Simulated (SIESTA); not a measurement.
# SnO under changes of volume

One of the cells (18.125 Å³/atom); the others are scaled copies at fixed shape and fractional positions:

```xyz
4
Lattice="3.8390 0.0000 0.0000 0.0000 3.8390 0.0000 0.0000 0.0000 4.9193" Properties=species:S:1:pos:R:3 pbc="T T T"
Sn    1.9195    0.0000    3.7614
Sn    0.0000    1.9195    1.1579
O     0.0000    0.0000    0.0000
O     1.9195    1.9195    0.0000
```

The cell is a database's computed one.

| Quantity | Value |
| --- | --- |
| Program | SIESTA 5.4.2 |
| Functional | PBE |
| Potentials or basis | PseudoDojo 0.4 standard (PBE files) |
| Basis | DZP (energy shift 0.003 Ry; two zetas on semicore shells) |
| Grid cutoff | 800 Ry |
| Energy shift | 0.003 Ry |
| k mesh | 7 × 7 × 6 |
| Occupations | fermi-dirac, width 0.05 eV |
| Spin | no spin polarisation |

| volume (Å³/atom) | energy over the lowest point (meV/atom) | pressure (GPa) | gap on the mesh (eV) | largest force (eV/Å) |
| --- | --- | --- | --- | --- |
| 16.703 | 93.17 | 14.6 | 0.15 | 2.031 |
| 17.058 | 63.97 | 11.7 | 0.23 | 1.631 |
| 17.414 | 41.02 | 9.0 | 0.30 | 1.269 |
| 18.125 | ? | ? | ? | ? |
| 18.480 | 3.61 | 2.5 | 0.50 | 0.343 |
| 18.835 | 0.00 | 0.8 | 0.56 | 0.080 |

What does the run at 18.125 Å³/atom give?

Energy over the lowest point 11.31 meV/atom; pressure 4.5 GPa; gap on the mesh 0.44 eV; largest force 0.630 eV/Å.

Worked out: A Birch-Murnaghan fit of order 3 (a polynomial in V^(-2/3)) to the other rows has its minimum at 19.00 Å³/atom, just outside them, with B0 = V·E''(V) = 85 GPa and B' = 4.5 at fixed shape and positions, which overstates the stiffness. It gives 11.35 meV/atom at 18.125 Å³/atom, against the run's 11.31, and -dE/dV = 4.5 GPa, against 4.5. A straight line through the other rows of the gap, of slope 3.4 eV per unit of ln V, gives 0.43 eV, against the run's 0.44.

Energies are extrapolated to zero smearing.

Caveats: spin-orbit coupling is left out, which moves the levels of the heavy elements; an odd mesh through Γ misses points on the zone boundary, where band edges often lie; the basis of atomic orbitals isn't converged, which shifts pressures, moduli and gaps; forces of over 1 eV/Å show positions far from the minimum, so gaps and moduli don't describe the material at rest (some runs).
